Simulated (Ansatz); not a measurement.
**Relaxing TiO$_{2}$**

Level of theory: DFT PBEsol, scalar-relativistic, plane waves, PAW in Ansatz. Run with 420 eV cutoff, 6×6×4 k-mesh, Gaussian smearing of 0.02 eV, no spin polarisation.

What was changed: biaxial strain in the a-b plane, c and atoms relaxed: -1.0 %.

Command:

```bash
ansatz run input.yaml --threads 2 --pin off --max-ram 5120MiB --backend cpu --events-out ev --progress --plain --runs-dir out
```

Input:

```yaml
crystal:
  lattice:
    - [6.0189196753, -1.8464303487, 0.0001555539]
    - [6.0189196753, 1.8464303487, 0.0001555539]
    - [-1.8859715238, 0.0, 6.286375473]
  atoms:
    - { symbol: Ti, position: [0.8049203723, 0.8049203723, 0.7163373342] }
    - { symbol: Ti, position: [0.1009281397, 0.1009281397, 0.7085269936] }
    - { symbol: Ti, position: [0.1950796277, 0.1950796277, 0.2836626658] }
    - { symbol: Ti, position: [0.8990718603, 0.8990718603, 0.2914730064] }
    - { symbol: O, position: [0.0582867184, 0.0582867184, 0.3699061662] }
    - { symbol: O, position: [0.6382276382, 0.6382276382, 0.7050673963] }
    - { symbol: O, position: [0.1337835562, 0.1337835562, 0.003456197] }
    - { symbol: O, position: [0.9417132816, 0.9417132816, 0.6300938338] }
    - { symbol: O, position: [0.7362064607, 0.7362064607, 0.3481832909] }
    - { symbol: O, position: [0.8662164438, 0.8662164438, 0.996543803] }
    - { symbol: O, position: [0.2637935393, 0.2637935393, 0.6518167091] }
    - { symbol: O, position: [0.3617723618, 0.3617723618, 0.2949326037] }
basis:
  ecutwfc: 420
kpoints:
  mp_grid: { grid: [6, 6, 4] }
hamiltonian:
  xc: pbesol
scf:
  occupations: { method: gaussian, width: 0.02 }
output:
  forces: true
  stress: true
  eigenvalues: true
relax:
  adjacent_minimum: "off"
  f_tol: 0.008
  max_steps: 40
  cell: { stress_tol: 0.015, fix: [a, b, gamma] }
```

F is the free energy. Steps run on the plane waves of an earlier cell, but the last one, and at times one on the way, on a freshly chosen basis, so a repeated geometry can differ a little in energy. The held parts of the cell keep their stress, so P needn't end at zero.

Steps:

| step | F − F(1) (eV) | largest force component (eV/Å) | V (Å³/atom) | P (GPa) |
| --- | --- | --- | --- | --- |
| 1 | 0.0000 | 0.528 | 11.644 | 2.94 |
| 2 | -0.0123 | 0.197 | 11.650 | 2.85 |
| 3 | -0.0151 | 0.036 | 11.664 | 2.61 |
| 4 | -0.0144 | 0.051 | 11.672 | 2.46 |
| 5 | -0.0153 | 0.019 | 11.671 | 2.48 |
| 6 | -0.0154 | 0.007 | 11.669 | 2.49 |
| 7 | -0.0154 | 0.006 | 11.670 | 2.47 |
| 8 | -0.0168 | 0.006 | 11.670 | 2.49 |
| 9 | -0.0168 | 0.001 | 11.672 | 2.47 |
| 10 | -0.0168 | 0.001 | 11.672 | 2.47 |

Relaxed structure:

```xyz
12
Lattice="6.0189 -1.8464 -0.0044 6.0189 1.8464 -0.0044 -1.8907 0.0000 6.3027" Properties=species:S:1:pos:R:3 pbc="T T T"
Ti    8.3492    0.0000    4.5291
Ti   -0.1264    0.0000    4.4755
Ti    1.7979    0.0000    1.7648
Ti   10.2735    0.0000    1.8184
O     0.0046    0.0000    2.3464
O     6.3481    0.0000    4.4492
O     1.5821    0.0000    0.0146
O    10.1426    0.0000    3.9475
O     8.1959    0.0000    2.1804
O     8.5650    0.0000    6.2794
O     1.9512    0.0000    4.1135
O     3.7991    0.0000    1.8448
```

Symmetry: C2/m, No. 12, monoclinic system. Conventional cell: a = 12.038 Å, b = 3.693 Å, c = 6.580 Å, α = 90.00°, β = 106.74°, γ = 90.00°. Around Ti (site symmetry m) lie 5 O at 1.76 to 2.00 Å. Ti (site symmetry m) is surrounded by 6 O at 1.84 to 2.13 Å. Around O (site symmetry m) lie 2 Ti at 1.84 to 1.89 Å. Around O (site symmetry m) lie 3 Ti at 1.90 to 2.00 Å. O (site symmetry m) has 2 Ti at 1.76 to 1.85 Å as nearest neighbours. O (site symmetry m) is surrounded by 3 Ti at 1.93 to 2.11 Å.

The run converged. It took 42 s on 2 threads of AMD EPYC 9R45 96-Core Processor (Zen 5), on a shared host, peak memory 0.73 GiB.